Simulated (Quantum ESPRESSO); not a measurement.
# MnS (P6_3mc) in Quantum ESPRESSO: band structure with PBEsol

Aim: the band structure of MnS with PBEsol.

Everything below comes from runs of Quantum ESPRESSO 7.5. Logs are shortened: lines on timing, memory, paths and dates and some standing lists are left out, and cuts for length are marked.

### Step 1. The structure

It takes space group P6_3mc (No. 186, hexagonal). The conventional cell has a = 3.954 Å, b = 3.954 Å, c = 6.343 Å, α = 90.00°, β = 90.00°, γ = 120.00°. Around Mn (site symmetry 3m) lie 4 S at 2.36 to 2.42 Å. S (site symmetry 3m) has 4 Mn at 2.36 to 2.42 Å as nearest neighbours.

The cell is a database's computed one.

### Step 2. Band structure, PBEsol, collinear spin, ferromagnetic start

pw.in

```
&CONTROL
  calculation = 'scf'
  prefix = 'pwscf'
  outdir = './tmp'
  pseudo_dir = './pseudo'
  tprnfor = .true.
  tstress = .true.
  disk_io = 'low'
/
&SYSTEM
  ibrav = 0
  celldm(1) = 8
  nat = 4
  ntyp = 2
  ecutwfc = 45
  ecutrho = 360
  nbnd = 33
  occupations = 'smearing'
  smearing = 'fd'
  degauss = 0.00367493
  nspin = 2
  starting_magnetization(1) = 0.2667
  starting_magnetization(2) = 0
/
&ELECTRONS
  conv_thr = 8d-10
  electron_maxstep = 120
  mixing_beta = 0.3
/
ATOMIC_SPECIES
Mn    54.9380 mn_pbesol_v1.5.uspp.F.UPF
S     32.0600 s_pbesol_v1.4.uspp.F.UPF
CELL_PARAMETERS alat
  0.9338971997097   0.0000000000000   0.0000000000000
 -0.4669485998667   0.8087786994732   0.0000000000000
  0.0000000000000   0.0000000000000   1.4982053103669
ATOMIC_POSITIONS crystal
Mn     0.6666666667    0.3333333333    0.4988446700
Mn     0.3333333333    0.6666666667    0.9988446700
S      0.3333333333    0.6666666667    0.6261543000
S      0.6666666667    0.3333333333    0.1261543000
K_POINTS automatic
8 8 4 0 0 0
```

bands.in

```
&CONTROL
  calculation = 'bands'
  prefix = 'pwscf'
  outdir = './tmp'
  pseudo_dir = './pseudo'
  disk_io = 'low'
  verbosity = 'high'
/
&SYSTEM
  ibrav = 0
  celldm(1) = 8
  nat = 4
  ntyp = 2
  ecutwfc = 45
  ecutrho = 360
  nbnd = 33
  occupations = 'smearing'
  smearing = 'fd'
  degauss = 0.00367493
  nspin = 2
  starting_magnetization(1) = 0.2667
  starting_magnetization(2) = 0
/
&ELECTRONS
  conv_thr = 1d-08
  electron_maxstep = 120
  mixing_beta = 0.3
  diago_full_acc = .true.
  startingwfc = 'random'
/
ATOMIC_SPECIES
Mn    54.9380 mn_pbesol_v1.5.uspp.F.UPF
S     32.0600 s_pbesol_v1.4.uspp.F.UPF
CELL_PARAMETERS alat
  0.9338971997097   0.0000000000000   0.0000000000000
 -0.4669485998667   0.8087786994732   0.0000000000000
  0.0000000000000   0.0000000000000   1.4982053103669
ATOMIC_POSITIONS crystal
Mn     0.6666666667    0.3333333333    0.4988446700
Mn     0.3333333333    0.6666666667    0.9988446700
S      0.3333333333    0.6666666667    0.6261543000
S      0.6666666667    0.3333333333    0.1261543000
K_POINTS crystal
60
 0.0000000000  0.0000000000  0.0000000000 1
 0.0714285714  0.0000000000  0.0000000000 1
 0.1428571429  0.0000000000  0.0000000000 1
 0.2142857143  0.0000000000  0.0000000000 1
 0.2857142857  0.0000000000  0.0000000000 1
 0.3571428571  0.0000000000  0.0000000000 1
 0.4285714286  0.0000000000  0.0000000000 1
 0.5000000000  0.0000000000  0.0000000000 1
 0.4583333333  0.0833333333  0.0000000000 1
 0.4166666667  0.1666666667  0.0000000000 1
 0.3750000000  0.2500000000  0.0000000000 1
 0.3333333333  0.3333333333  0.0000000000 1
 0.2962962963  0.2962962963  0.0000000000 1
 0.2592592593  0.2592592593  0.0000000000 1
 0.2222222222  0.2222222222  0.0000000000 1
 0.1851851852  0.1851851852  0.0000000000 1
 0.1481481481  0.1481481481  0.0000000000 1
 0.1111111111  0.1111111111  0.0000000000 1
 0.0740740741  0.0740740741  0.0000000000 1
 0.0370370370  0.0370370370  0.0000000000 1
 0.0000000000  0.0000000000  0.0000000000 1
 0.0000000000  0.0000000000  0.1250000000 1
 0.0000000000  0.0000000000  0.2500000000 1
 0.0000000000  0.0000000000  0.3750000000 1
 0.0000000000  0.0000000000  0.5000000000 1
 0.0625000000  0.0000000000  0.5000000000 1
 0.1250000000  0.0000000000  0.5000000000 1
 0.1875000000  0.0000000000  0.5000000000 1
 0.2500000000  0.0000000000  0.5000000000 1
 0.3125000000  0.0000000000  0.5000000000 1
 0.3750000000  0.0000000000  0.5000000000 1
 0.4375000000  0.0000000000  0.5000000000 1
 0.5000000000  0.0000000000  0.5000000000 1
 0.4666666667  0.0666666667  0.5000000000 1
 0.4333333333  0.1333333333  0.5000000000 1
 0.4000000000  0.2000000000  0.5000000000 1
 0.3666666667  0.2666666667  0.5000000000 1
 0.3333333333  0.3333333333  0.5000000000 1
 0.3030303030  0.3030303030  0.5000000000 1
 0.2727272727  0.2727272727  0.5000000000 1
 0.2424242424  0.2424242424  0.5000000000 1
 0.2121212121  0.2121212121  0.5000000000 1
 0.1818181818  0.1818181818  0.5000000000 1
 0.1515151515  0.1515151515  0.5000000000 1
 0.1212121212  0.1212121212  0.5000000000 1
 0.0909090909  0.0909090909  0.5000000000 1
 0.0606060606  0.0606060606  0.5000000000 1
 0.0303030303  0.0303030303  0.5000000000 1
 0.0000000000  0.0000000000  0.5000000000 1
 0.5000000000  0.0000000000  0.5000000000 1
 0.5000000000  0.0000000000  0.4000000000 1
 0.5000000000  0.0000000000  0.3000000000 1
 0.5000000000  0.0000000000  0.2000000000 1
 0.5000000000  0.0000000000  0.1000000000 1
 0.5000000000  0.0000000000  0.0000000000 1
 0.3333333333  0.3333333333  0.0000000000 1
 0.3333333333  0.3333333333  0.1250000000 1
 0.3333333333  0.3333333333  0.2500000000 1
 0.3333333333  0.3333333333  0.3750000000 1
 0.3333333333  0.3333333333  0.5000000000 1
```

Potentials or basis: GBRV 1.5 PBEsol.

On the command line:

```bash
> OMP_NUM_THREADS=1 mpirun -n 2 pw.x -nk 2 -in pw.in > pw.out
> OMP_NUM_THREADS=1 mpirun -n 2 pw.x -nk 2 -in bands.in > bands.out
```

pw.out:

```text
This program is part of the open-source Quantum ESPRESSO suite
     for quantum simulation of materials; please cite
[... 13 lines left out ...]
     --------------------
     sticks:   dense  smooth     PW     G-vecs:    dense   smooth      PW
     Sum        1393     685    199                66865    23583    3825

     Using Slab Decomposition

     bravais-lattice index     =            0
     lattice parameter (alat)  =       8.0000  a.u.
     unit-cell volume          =     579.3888 (a.u.)^3
     number of atoms/cell      =            4
     number of atomic types    =            2
     number of electrons       =        42.00
     number of Kohn-Sham states=           33
     kinetic-energy cutoff     =      45.0000  Ry
     charge density cutoff     =     360.0000  Ry
     scf convergence threshold =      8.0E-10
     mixing beta               =       0.3000
     number of iterations used =            8  plain     mixing
     Exchange-correlation= SLA  PW   PSX  PSC
                           (   1   4  10   8   0   0   0)

     celldm(1)=   8.000000  celldm(2)=   0.000000  celldm(3)=   0.000000
     celldm(4)=   0.000000  celldm(5)=   0.000000  celldm(6)=   0.000000

     crystal axes: (cart. coord. in units of alat)
               a(1) = (   0.933897   0.000000   0.000000 )
               a(2) = (  -0.466949   0.808779   0.000000 )
               a(3) = (   0.000000   0.000000   1.498205 )

     reciprocal axes: (cart. coord. in units 2 pi/alat)
               b(1) = (  1.070782  0.618216 -0.000000 )
               b(2) = (  0.000000  1.236432  0.000000 )
               b(3) = (  0.000000 -0.000000  0.667465 )

     PseudoPot. # 1 for Mn read from file:
     mn_pbesol_v1.5.uspp.F.UPF
     Pseudo is Ultrasoft + core correction, Zval = 15.0
     Generated by new atomic code, or converted to UPF format
     Using radial grid of  859 points,  6 beta functions with:
                l(1) =   0
                l(2) =   0
                l(3) =   1
                l(4) =   1
                l(5) =   2
                l(6) =   2
     Q(r) pseudized with  8 coefficients,  rinner =    0.950   0.950   0.950
                                                       0.950   0.950

     PseudoPot. # 2 for S  read from file:
     s_pbesol_v1.4.uspp.F.UPF
     Pseudo is Ultrasoft + core correction, Zval =  6.0
     Generated by new atomic code, or converted to UPF format
     Using radial grid of  907 points,  6 beta functions with:
                l(1) =   0
                l(2) =   0
                l(3) =   1
                l(4) =   1
                l(5) =   2
[... 66 lines left out ...]

     starting charge      40.9998, renormalised to      42.0000
     Starting wfcs are   34 randomized atomic wfcs

     Self-consistent Calculation

     iteration #  1     ecut=    45.00 Ry     beta= 0.30
     Davidson diagonalization with overlap
     ethr =  1.00E-02,  avg # of iterations =  4.7

     total energy              =    -469.88221386 Ry
     estimated scf accuracy    <       1.47945103 Ry
[... 120 lines left out ...]
     iteration # 12     ecut=    45.00 Ry     beta= 0.30
     Davidson diagonalization with overlap
     ethr =  6.83E-12,  avg # of iterations =  3.4

     negative rho (up, down):  0.000E+00 6.084E-04

     Magnetic moment per site  (integrated on atomic sphere of radius R)
     atom   1 (R=0.230)  charge= 12.8428  magn=  4.0925
     atom   2 (R=0.230)  charge= 12.8428  magn=  4.0925
     atom   3 (R=0.230)  charge=  4.0318  magn=  0.1224
     atom   4 (R=0.230)  charge=  4.0318  magn=  0.1224

     End of self-consistent calculation

 ------ SPIN UP ------------

          k = 0.0000 0.0000 0.0000 (  2923 PWs)   bands (ev):

   -74.1631 -74.1629 -43.0298 -43.0298 -43.0290 -43.0290 -43.0167 -43.0125
    -6.4415  -5.6668   1.6565   2.6610   2.7042   2.7042   2.8764   2.8764
     4.2903   4.2903   4.5703   4.5703   4.7407   6.8110   6.8110   7.8546
     7.9246   7.9246   8.5997  10.2463  13.2245  13.2245  13.7286  14.4547
    14.4547
[... 99 lines left out ...]
   -74.1629 -74.1629 -43.0323 -43.0320 -43.0304 -43.0297 -43.0149 -43.0139
    -5.6875  -5.5053   1.6490   1.8028   2.8208   2.9206   2.9981   3.2038
     4.4198   4.5395   4.5757   4.6182   4.7323   4.8253   5.5835   5.6114
     6.5470   6.6827  10.5038  10.9980  12.8053  12.9754  14.1398  14.5498
    15.6090

          k = 0.0000-0.6182-0.3337 (  2940 PWs)   bands (ev):

   -74.1629 -74.1629 -43.0321 -43.0321 -43.0301 -43.0301 -43.0143 -43.0143
    -5.5913  -5.5913   1.5752   1.5752   2.9499   2.9499   3.0442   3.0442
     4.5666   4.5666   4.6146   4.6146   4.7292   4.7292   6.1533   6.1533
     6.2885   6.2885  10.5750  10.5750  12.6312  12.6312  15.0791  15.0793
    15.2765
[... 115 lines left out ...]
   -74.1629 -74.1629 -43.0318 -43.0318 -43.0309 -43.0309 -43.0143 -43.0143
    -5.5406  -5.5406   1.8336   1.8336   2.5604   2.5604   3.1949   3.1949
     4.3373   4.3373   4.7051   4.7051   4.9070   4.9070   5.4056   5.4056
     6.3845   6.3845  11.7019  11.7019  12.9191  12.9191  13.7436  13.7436
    15.8023

 ------ SPIN DOWN ----------

          k = 0.0000 0.0000 0.0000 (  2923 PWs)   bands (ev):

   -69.3572 -69.3570 -38.3257 -38.3244 -38.3244 -38.3233 -38.3233 -38.3195
    -6.0808  -5.3583   2.3135   4.2789   4.3009   4.3009   4.3152   4.3152
     8.1497   8.1497   8.4593   8.6575   8.6575   9.5927   9.7868   9.7868
    10.5977  10.8345  10.8345  11.6244  14.3831  14.3831  14.7353  15.5176
    15.7210
[... 99 lines left out ...]
   -69.3570 -69.3569 -38.3284 -38.3278 -38.3254 -38.3244 -38.3227 -38.3213
    -5.3764  -5.2082   2.3951   2.6701   3.7876   4.2222   4.2520   4.3228
     7.8643   8.0764   8.4329   8.5809   8.5931   8.7510   9.0983   9.1771
     9.6805   9.7715  11.9523  12.5709  14.1209  14.3142  15.3454  15.6251
    16.5578

          k = 0.0000-0.6182-0.3337 (  2940 PWs)   bands (ev):

   -69.3569 -69.3569 -38.3283 -38.3283 -38.3248 -38.3248 -38.3217 -38.3217
    -5.2885  -5.2885   2.3735   2.3735   4.1735   4.1735   4.2692   4.2692
     8.1861   8.1861   8.5439   8.5439   8.6631   8.6631   9.3398   9.3398
     9.3940   9.3940  12.1106  12.1106  14.1106  14.1106  16.0246  16.0248
    16.2866
[... 115 lines left out ...]
   -69.3569 -69.3569 -38.3278 -38.3278 -38.3260 -38.3260 -38.3216 -38.3216
    -5.2410  -5.2410   2.6504   2.6504   3.4740   3.4740   4.4753   4.4753
     7.9781   7.9781   8.4952   8.4952   8.8480   8.8480   9.0476   9.0476
     9.5515   9.5515  13.1443  13.1443  14.1311  14.1311  14.9006  14.9006
    16.6979

     the Fermi energy is     7.6495 ev

!    total energy              =    -470.28753913 Ry
     estimated scf accuracy    <          4.4E-10 Ry
     smearing contrib. (-TS)   =      -0.00086673 Ry
     internal energy E=F+TS    =    -470.28667240 Ry

     The total energy is F=E-TS. E is the sum of the following terms:
     one-electron contribution =    -313.55109455 Ry
     hartree contribution      =     167.89105048 Ry
     xc contribution           =     -69.62448870 Ry
     ewald contribution        =    -255.00213963 Ry

     total magnetization       =     9.84 Bohr mag/cell
     absolute magnetization    =     9.84 Bohr mag/cell

     convergence has been achieved in  12 iterations

     negative rho (up, down):  0.000E+00 6.084E-04

     Forces acting on atoms (cartesian axes, Ry/au):

     atom    1 type  1   force =     0.00000000   -0.00000000    0.01060447
     atom    2 type  1   force =     0.00000000    0.00000000    0.01060447
     atom    3 type  2   force =     0.00000000    0.00000000   -0.01060447
     atom    4 type  2   force =     0.00000000    0.00000000   -0.01060447

     Total force =     0.021209     Total SCF correction =     0.000004

     Computing stress (Cartesian axis) and pressure

     negative rho (up, down):  0.000E+00 6.084E-04
          total   stress  (Ry/bohr**3)                   (kbar)     P=       -4.60
  -0.00008639  -0.00000000   0.00000000          -12.71       -0.00        0.00
  -0.00000000  -0.00008639   0.00000000           -0.00      -12.71        0.00
   0.00000000   0.00000000   0.00007890            0.00        0.00       11.61

=------------------------------------------------------------------------------=
   JOB DONE.
=------------------------------------------------------------------------------=
```

It took 3 min on 2 MPI ranks of Arm Neoverse V2, shared host; peak memory 0.46 GiB.

What came out:

```
Free energy                                           : -6398.5879 eV
Pressure                                              : -0.5 GPa
Largest force                                         : 0.273 eV/Å
Band gap on the k mesh                                : none (metal or under the smearing width)
Net moment                                            : 9.84 μB per cell
Absolute moment                                       : 9.84 μB per cell
Site moments                                          : Mn +4.09; S +0.12 μB
Valence electrons inside the program's atomic spheres : Mn 12.84; S 4.03
```

Forces on the atoms (eV/Å):
```
Mn   0.000  0.000  0.273
Mn   0.000  0.000  0.273
S    0.000  0.000 -0.273
S    0.000  0.000 -0.273
```

Levels at the corners of the path, in eV from the Fermi level:
Spin up:
```tsv
point	band 22	band 23	band 24	band 25	band 26	band 27	band 28	band 29	band 30	band 31
Γ	-0.84	-0.84	0.21	0.28	0.28	0.95	2.60	5.57	5.57	6.08
M	-2.76	-2.41	-2.29	-1.19	-0.74	3.33	3.54	4.24	6.07	6.37
K	-2.42	-2.42	-1.76	-1.76	-1.70	3.44	5.33	5.33	6.27	6.82
Γ	-0.84	-0.84	0.21	0.28	0.28	0.95	2.60	5.57	5.57	6.08
A	-1.62	-0.32	-0.32	-0.32	-0.32	2.54	2.54	5.62	5.62	5.92
L	-2.92	-1.50	-1.50	-1.36	-1.36	2.93	2.93	4.98	4.98	7.43
H	-2.67	-2.37	-2.37	-1.26	-1.26	4.24	4.24	5.10	5.10	6.23
A	-1.62	-0.32	-0.32	-0.32	-0.32	2.54	2.54	5.62	5.62	5.92
L	-2.92	-1.50	-1.50	-1.36	-1.36	2.93	2.93	4.98	4.98	7.43
M	-2.76	-2.41	-2.29	-1.19	-0.74	3.33	3.54	4.24	6.07	6.37
K	-2.42	-2.42	-1.76	-1.76	-1.70	3.44	5.33	5.33	6.27	6.82
H	-2.67	-2.37	-2.37	-1.26	-1.26	4.24	4.24	5.10	5.10	6.23
```
Spin down:
```csv
point,band 13,band 14,band 15,band 16,band 17,band 18,band 19,band 20
Γ,-3.35,-3.35,-3.33,-3.33,0.50,0.50,0.81,1.01
M,-4.15,-3.53,-3.45,-3.30,0.04,0.23,0.72,0.91
K,-4.34,-4.01,-3.79,-3.79,0.15,0.30,0.30,0.52
Γ,-3.35,-3.35,-3.33,-3.33,0.50,0.50,0.81,1.01
A,-3.35,-3.35,-3.35,-3.35,0.83,0.83,0.83,0.83
L,-3.48,-3.48,-3.38,-3.38,0.54,0.54,0.89,0.89
H,-4.30,-4.30,-3.16,-3.16,0.30,0.30,0.85,0.85
A,-3.35,-3.35,-3.35,-3.35,0.83,0.83,0.83,0.83
L,-3.48,-3.48,-3.38,-3.38,0.54,0.54,0.89,0.89
M,-4.15,-3.53,-3.45,-3.30,0.04,0.23,0.72,0.91
K,-4.34,-4.01,-3.79,-3.79,0.15,0.30,0.30,0.52
H,-4.30,-4.30,-3.16,-3.16,0.30,0.30,0.85,0.85
```

Caveat: semilocal functionals often make such compounds metallic where correlation or magnetic order opens a gap, which also shifts bond lengths; only a ferromagnetic start was run, and an antiferromagnetic order may lie lower in energy. With open d or f shells a metallic result of PBEsol can be an artefact of self-interaction; +U or a hybrid may open a gap.

### Step 3. For comparison

An earlier run on the cell as given: functional PBEsol; potentials or basis GBRV 1.5 PBEsol; cutoff 612 eV; density cutoff 4898 eV; k mesh 8 × 8 × 4; occupations fermi-dirac, width 0.05 eV; collinear spin, ferromagnetic start; starting moments [4.0, 4.0, 0.0, 0.0] μB.

- Pressure: -0.5 GPa
- Largest force: 0.273 eV/Å
- Band gap on the k mesh: none (metal or under the smearing width)
- Net moment: 9.84 μB per cell
- Absolute moment: 9.84 μB per cell
- Site moments: Mn +4.09; S +0.12 μB
- Valence electrons inside the program's atomic spheres: Mn 12.84; S 4.03
